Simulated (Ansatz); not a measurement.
# MgO (Fm-3m) in Ansatz: notebook

The runs below take MgO through electron localisation function, atomic charges, with LDA, r2SCAN0+D3(BJ).

Program: Ansatz 0.2.0. These are calculated values, not measurements. Logs are shortened: lines on timing, memory, paths and dates and some standing lists are left out, and cuts for length are marked.

**The experiment to reproduce.**

From “Electronic structure of alkaline earth and post-transition metal oxides”, 2009, arxiv:0908.1581, for a bulk crystal of MgO: band gap 7.83 eV.

The results are compared with them further down.

## 1. The crystal as given

Symmetry: Fm-3m, No. 225, cubic system. Conventional cell: a = 4.194 Å, b = 4.194 Å, c = 4.194 Å, α = 90.00°, β = 90.00°, γ = 90.00°. Mg (site symmetry m-3m) is surrounded by 6 O at 2.10 Å. Around O (site symmetry m-3m) lie 6 Mg at 2.10 Å.

The cell is a database's computed one.

## 2. Electron localisation function, LDA

run.py

```python
import json

import ase.io
import numpy as np

import ansatz as az

atoms = ase.io.read("POSCAR", format="vasp")

calculation = (
    az.Crystal.from_ase(atoms)
    .calculation()
    .kpoints(11, 11, 11)
    .functional("lda")
    .pseudopotentials(kind="paw")
    .occupations(method="methfessel_paxton", width=0.01)
    .density()
    .potential()
    .output_files(volumetric_format="npy")
    .electron_localization_function()
    .forces()
    .stress()
    .band_table(publish=True)
)
outcome = calculation.run(threads=2, events_out="events.jsonl")

report = outcome.report
for line in open("events.jsonl"):
    event = json.loads(line)
    if event["event"] == "scf_iter":
        d = event["data"]
        print(f"SCF {d['iter']:3d}  HF = {d['harris_foulkes_ev']:.6f} eV  dr2 = {d['dr2_ev']:.2e} eV")
    elif event["event"] in ("relax_step", "md_step"):
        d = event["data"]
        print(f"{event['event']} {d['step']:3d}  E = {d['lagrangian_ev']:.6f} eV")
np.set_printoptions(precision=5, suppress=True, linewidth=110)
print("converged:", report["converged"], "after", report["n_iterations"], "iterations")
print(f"free energy {report['free_energy_ev']:.6f} eV, Fermi level {report['fermi_energy_ev']:.4f} eV")
for key in ("band_edges_ev", "magnetization_mub", "site_moments_mub", "site_moments_nc_mub", "forces_ev_ang",
                "stress_gpa"):
    if report.get(key) is not None:
        print(key, np.array(report[key]), sep="\n")
```

POSCAR

```
MgO
1.0
    0.0000000000      2.0970013927      2.0970013927
    2.0970013927      0.0000000000      2.0970013927
    2.0970013927      2.0970013927      0.0000000000
Mg O
1 1
Direct
    0.0000000000      0.0000000000      0.0000000000
    0.5000000000      0.5000000000      0.5000000000
```

Potentials or basis: Ansatz PAW.

Started as:

```sh
python run.py
```

Standard output:

```text
DeckWarning: basis.ecutwfc = 420 eV, auto-derived from the records' recommended cutoffs: set by Mg (normal level)
PlacementWarning: RAYON_NUM_THREADS=2 ignored (pool sized by the plan → 2); use plan(threads=…)
SCF   1  HF = -2460.076397 eV  dr2 = 4.45e-02 eV
SCF   2  HF = -2460.061516 eV  dr2 = 5.10e-03 eV
SCF   3  HF = -2460.059783 eV  dr2 = 8.39e-05 eV
SCF   4  HF = -2460.059745 eV  dr2 = 8.38e-07 eV
SCF   5  HF = -2460.059745 eV  dr2 = 6.34e-09 eV
converged: True after 5 iterations
free energy -2460.059745 eV, Fermi level 10.3134 eV
band_edges_ev
[ 7.92176 12.70498]
magnetization_mub
0.0
forces_ev_ang
[[-0. -0. -0.]
 [ 0. -0. -0.]]
stress_gpa
[[-4.1052  0.     -0.    ]
 [ 0.     -4.1052 -0.    ]
 [ 0.     -0.     -4.1052]]
```

rho_z.tsv:

```text
# z_ang	rho[e/angstrom^3]
# format = ansatz-planar-average/11
# lattice	0.000000000	2.097001393	2.097001393
# lattice	2.097001393	0.000000000	2.097001393
# lattice	2.097001393	2.097001393	0.000000000
# sites	2
# site	12	0.000000000	0.000000000	0.000000000
# site	8	2.097001393	2.097001393	2.097001393
0.000000	1.774428e0
0.148280	1.601838e0
0.296561	1.186234e0
0.444841	7.527708e-1
0.593122	4.810117e-1
0.741402	4.120210e-1
[... 12 lines left out ...]
2.669047	1.186234e0
2.817327	1.601838e0
```

v_z.tsv:

```text
# z_ang	v_es[eV]	v_tot[eV]
# format = ansatz-planar-average/11
# xc	lda
# density_cutoff_ev	1680
# datasets	Mg=:simpson_from_first_knot:soft:shift=-2528677	O=:simpson_from_first_knot:soft:shift=-566719
# lattice	0.000000000	2.097001393	2.097001393
# lattice	2.097001393	0.000000000	2.097001393
# lattice	2.097001393	2.097001393	0.000000000
# sites	2
# site	12	0.000000000	0.000000000	0.000000000
# site	8	2.097001393	2.097001393	2.097001393
0.000000	-2.672575e0	-1.290791e1
0.148280	-2.067392e0	-1.232433e1
0.296561	-3.992488e-1	-1.072328e1
0.444841	1.950019e0	-8.497593e0
0.593122	4.318898e0	-6.331076e0
0.741402	5.555001e0	-5.397803e0
[... 12 lines left out ...]
2.669047	-3.992488e-1	-1.072328e1
2.817327	-2.067392e0	-1.232433e1
```

Wall time 1.6 s (2 threads of Arm Neoverse V1, shared host); peak memory 0.38 GiB.

What came out:

| Item | Value |
| --- | --- |
| Free energy | -2460.0597 eV |
| Pressure | -4.1 GPa |
| Band gap on the k mesh | 4.78 eV, direct |

Caveat: the potentials were made for another functional, which shifts forces and pressure; odd divisions of the mesh miss points on the zone boundary, where band edges often lie, so the gap on the mesh can be too wide; the pressure holds a Pulay correction of +0.8 GPa for the finite cutoff. LDA gaps usually lie below the measured ones, often by a third to a half.

## 3. Atomic charges, r2SCAN0+D3(BJ)

run.py, as its differences from that of step 2:

```diff
@@ -4,2 +4,3 @@
 import numpy as np
+import spglib
 
@@ -7,3 +8,5 @@
 
-atoms = ase.io.read("POSCAR", format="vasp")
+atoms = ase.io.read("MgO.cif")
+cell, frac, numbers = spglib.find_primitive((atoms.cell[:], atoms.get_scaled_positions(), atoms.numbers), symprec=1e-5)
+atoms = ase.Atoms(numbers, cell=cell, scaled_positions=frac, pbc=True)
 
@@ -12,6 +15,6 @@
     .calculation()
-    .kpoints(11, 11, 11)
-    .functional("lda")
-    .pseudopotentials(kind="paw")
-    .occupations(method="methfessel_paxton", width=0.01)
+    .kpoints(7, 7, 7)
+    .functional("r2scan0", dispersion="d3bj")
+    .pseudopotentials(kind="paw", accuracy="standard")
+    .occupations(method="fixed")
     .density()
@@ -19,3 +22,5 @@
     .output_files(volumetric_format="npy")
+    .populations()
     .electron_localization_function()
+    .bader_charges()
     .forces()
@@ -39,3 +44,3 @@
 for key in ("band_edges_ev", "magnetization_mub", "site_moments_mub", "site_moments_nc_mub", "forces_ev_ang",
-                "stress_gpa"):
+                "stress_gpa", "kpoints_frac", "eigenvalues_ev"):
     if report.get(key) is not None:
```

MgO.cif

```cif
data_MgO
_cell_length_a 4.19400279
_cell_length_b 4.19400279
_cell_length_c 4.19400279
_cell_angle_alpha 90.00000000
_cell_angle_beta 90.00000000
_cell_angle_gamma 90.00000000
_space_group_name_H-M_alt 'Fm-3m'
_space_group_name_Hall '-F 4 2 3'
_space_group_IT_number 225
loop_
_space_group_symop_operation_xyz
'x,y,z'
'-x,-y,-z'
'-y,x,z'
'y,-x,-z'
'-x,-y,z'
'x,y,-z'
'y,-x,z'
'-y,x,-z'
'x,-y,-z'
'-x,y,z'
'-y,-x,-z'
'y,x,z'
'-x,y,-z'
'x,-y,z'
'y,x,-z'
'-y,-x,z'
'z,x,y'
'-z,-x,-y'
'z,-y,x'
'-z,y,-x'
'z,-x,-y'
'-z,x,y'
'z,y,-x'
'-z,-y,x'
'-z,x,-y'
'z,-x,y'
'-z,-y,-x'
'z,y,x'
'-z,-x,y'
'z,x,-y'
'-z,y,x'
'z,-y,-x'
'y,z,x'
'-y,-z,-x'
'x,z,-y'
'-x,-z,y'
'-y,z,-x'
'y,-z,x'
'-x,z,y'
'x,-z,-y'
'-y,-z,x'
'y,z,-x'
'-x,-z,-y'
'x,z,y'
'y,-z,-x'
'-y,z,x'
'x,-z,y'
'-x,z,-y'
'x,y+1/2,z+1/2'
'-x,-y+1/2,-z+1/2'
'-y,x+1/2,z+1/2'
'y,-x+1/2,-z+1/2'
[... 63 lines left out ...]
'-z+1/2,y,-x+1/2'
'z+1/2,-x,-y+1/2'
'-z+1/2,x,y+1/2'
'z+1/2,y,-x+1/2'
'-z+1/2,-y,x+1/2'
'-z+1/2,x,-y+1/2'
'z+1/2,-x,y+1/2'
'-z+1/2,-y,-x+1/2'
'z+1/2,y,x+1/2'
'-z+1/2,-x,y+1/2'
'z+1/2,x,-y+1/2'
'-z+1/2,y,x+1/2'
'z+1/2,-y,-x+1/2'
'y+1/2,z,x+1/2'
'-y+1/2,-z,-x+1/2'
'x+1/2,z,-y+1/2'
'-x+1/2,-z,y+1/2'
'-y+1/2,z,-x+1/2'
'y+1/2,-z,x+1/2'
'-x+1/2,z,y+1/2'
'x+1/2,-z,-y+1/2'
'-y+1/2,-z,x+1/2'
'y+1/2,z,-x+1/2'
'-x+1/2,-z,-y+1/2'
'x+1/2,z,y+1/2'
'y+1/2,-z,-x+1/2'
'-y+1/2,z,x+1/2'
'x+1/2,-z,y+1/2'
'-x+1/2,z,-y+1/2'
'x+1/2,y+1/2,z'
'-x+1/2,-y+1/2,-z'
'-y+1/2,x+1/2,z'
'y+1/2,-x+1/2,-z'
'-x+1/2,-y+1/2,z'
'x+1/2,y+1/2,-z'
'y+1/2,-x+1/2,z'
'-y+1/2,x+1/2,-z'
'x+1/2,-y+1/2,-z'
'-x+1/2,y+1/2,z'
'-y+1/2,-x+1/2,-z'
'y+1/2,x+1/2,z'
'-x+1/2,y+1/2,-z'
'x+1/2,-y+1/2,z'
'y+1/2,x+1/2,-z'
'-y+1/2,-x+1/2,z'
'z+1/2,x+1/2,y'
'-z+1/2,-x+1/2,-y'
'z+1/2,-y+1/2,x'
'-z+1/2,y+1/2,-x'
'z+1/2,-x+1/2,-y'
'-z+1/2,x+1/2,y'
'z+1/2,y+1/2,-x'
'-z+1/2,-y+1/2,x'
'-z+1/2,x+1/2,-y'
'z+1/2,-x+1/2,y'
'-z+1/2,-y+1/2,-x'
'z+1/2,y+1/2,x'
'-z+1/2,-x+1/2,y'
'z+1/2,x+1/2,-y'
'-z+1/2,y+1/2,x'
'z+1/2,-y+1/2,-x'
'y+1/2,z+1/2,x'
'-y+1/2,-z+1/2,-x'
'x+1/2,z+1/2,-y'
'-x+1/2,-z+1/2,y'
'-y+1/2,z+1/2,-x'
'y+1/2,-z+1/2,x'
'-x+1/2,z+1/2,y'
'x+1/2,-z+1/2,-y'
'-y+1/2,-z+1/2,x'
'y+1/2,z+1/2,-x'
'-x+1/2,-z+1/2,-y'
'x+1/2,z+1/2,y'
'y+1/2,-z+1/2,-x'
'-y+1/2,z+1/2,x'
'x+1/2,-z+1/2,y'
'-x+1/2,z+1/2,-y'
loop_
_atom_site_label
_atom_site_type_symbol
_atom_site_symmetry_multiplicity
_atom_site_Wyckoff_symbol
_atom_site_fract_x
_atom_site_fract_y
_atom_site_fract_z
_atom_site_occupancy
Mg1 Mg 4 a 0.0000000000 0.0000000000 0.0000000000 1
O1 O 4 b 0.5000000000 0.0000000000 0.0000000000 1
```

Potentials or basis: SSSP efficiency PAW.

Started as:

```sh
python run.py
```

Run time: 26 s. Hardware: 2 threads of Arm Neoverse V1, shared host; peak memory 1.3 GiB.

It converged, with:

```yaml
Free_energy: -1031.7404 eV
Pressure: -7.6 GPa
Band_gap_on_the_k_mesh: 7.96 eV, direct
Bader_charges: Mg +1.76; O -1.76 e
```

Levels at points of the mesh, in eV from the valence-band top:
| k point | band 2 | band 3 | band 4 | band 5 | band 6 | band 7 |
| --- | --- | --- | --- | --- | --- | --- |
| (0.00, 0.00, 0.00) | 0.00 | 0.00 | 0.00 | 7.96 | 19.34 | 19.34 |

Caveat: odd divisions of the mesh miss points on the zone boundary, where band edges often lie, so the gap on the mesh can be too wide; the PAW data sets were made with another functional, which shifts forces and pressure a little; the dispersion damping was fitted for another functional or another form of the correction; the thresholds are loose for stress.

## 4. Against experiment

Step 3. Measured gap of MgO: 7.83 eV (quoted in “Electronic structure of alkaline earth and post-transition metal oxides”, 2009, arxiv:0908.1581). This calculation gives 7.96 eV (+0.13 eV). The value is that of r2SCAN0+D3(BJ), without temperature or zero-point motion. The cell is a database's relaxed one, not the measured one, which moves gaps too.
